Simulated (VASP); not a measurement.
A calculation with VASP 6.6.1 of MnS (ASE script, Cartesian positions):

Contents of run.py:

```python
from ase.calculators.vasp import Vasp
from ase.dft.bandgap import bandgap
from ase.io import read

atoms = read('MnS.xyz')
atoms.set_initial_magnetic_moments([4.0, 4.0, 0.0, 0.0])
calc = Vasp(
    directory='calc',
    xc='rpbe',
    pp='PBE',
    setups='minimal',
    prec='Accurate',
    encut=500,
    ediff=1e-06,
    ismear=0,
    sigma=0.05,
    lreal=False,
    lasph=True,
    nelm=120,
    algo='Normal',
    isif=2,
    lwave=False,
    lcharg=True,
    ispin=2,
    lorbit=11,
    lmaxmix=4,
    lelf=True,
    lvhar=True,
    kpts=[8, 8, 4],
    gamma=True,
)
atoms.calc = calc

print('energy (eV):', atoms.get_potential_energy())
print('free energy (eV):', atoms.get_potential_energy(force_consistent=True))
print('forces (eV/A):')
print(atoms.get_forces())
print('stress (eV/A^3, Voigt):', atoms.get_stress())
print('Fermi level (eV):', calc.get_fermi_level())
print('moment (muB):', atoms.get_magnetic_moment())
print('site moments (muB):', atoms.get_magnetic_moments())
gap, top, bottom = bandgap(calc)
print('band gap (eV):', gap, 'from (spin, k, band)', top, 'to', bottom)
```

MnS.xyz

```xyz
4
Lattice="3.9535769233 0.0000000000 0.0000000000 -1.9767884617 3.4238980514 0.0000000000 0.0000000000 0.0000000000 6.3425288600" Properties=species:S:1:pos:R:3 pbc="T T T"
Mn     1.9767884618      1.1412993504      3.1639367161
Mn    -0.0000000002      2.2825987010      6.3352011461
S     -0.0000000002      2.2825987010      3.9714017186
S      1.9767884618      1.1412993504      0.8001372886
```

Potentials or basis: VASP PAW PBE potentials, release 64 (Mn, S).

Launch:

```bash
$ python run.py
```

The cell is a database's computed one.

Q: Write the same calculation in another form: native input, structure from a POSCAR.

A: As run:

INCAR

```
SYSTEM = MnS
PREC = Accurate
ENCUT = 500
EDIFF = 1E-7
ISMEAR = 0
SIGMA = 0.05
LREAL = .False.
LASPH = .True.
NELM = 100
ALGO = Fast
ISIF = 2
LWAVE = .False.
LCHARG = .False.
ISPIN = 2
MAGMOM = 4 4 0 0
LORBIT = 11
LMAXMIX = 4
GGA = RP
```

File KPOINTS:

```
Automatic mesh
0
Gamma
  8 8 4
  0 0 0
```

File POSCAR:

```
MnS
3.9536
    0.999994163117      0.000000000000      0.000000000000
   -0.499997081571      0.866020348897      0.000000000000
    0.000000000000      0.000000000000      1.604241415419
Mn S
2 2
Direct
    0.6666666667      0.3333333333      0.4988446700
    0.3333333333      0.6666666667      0.9988446700
    0.3333333333      0.6666666667      0.6261543000
    0.6666666667      0.3333333333      0.1261543000
```

Potentials or basis: VASP PAW PBE potentials, release 64 (Mn, S).

The run is started by

```bash
$ cat potpaw_PBE.64/Mn/POTCAR potpaw_PBE.64/S/POTCAR > POTCAR
$ mpirun -np 1 vasp_std > vasp.out
```

Both were run:

|  | ASE script, Cartesian positions | native input, structure from a POSCAR |
| --- | --- | --- |
| Pressure | 5.6 GPa | 5.7 GPa |
| Largest force | 0.300 eV/Å | 0.300 eV/Å |
| Band gap on the k mesh | none (metal or under the smearing width) | none (metal or under the smearing width) |
| Net moment | 9.96 μB per cell | 9.96 μB per cell |
| Site moments | Mn +4.35; S +0.10 μB | Mn +4.35; S +0.10 μB |
| Valence electrons inside the program's atomic spheres | Mn 5.43; S 3.80 | Mn 5.43; S 3.80 |

Keys that steer only the numerical path or the files written may differ.

Caveat: the PAW data sets were made with another functional, which shifts forces and pressure a little; semilocal functionals often make such compounds metallic where correlation or magnetic order opens a gap, which also shifts bond lengths; only a ferromagnetic start was run, and an antiferromagnetic order may lie lower in energy.
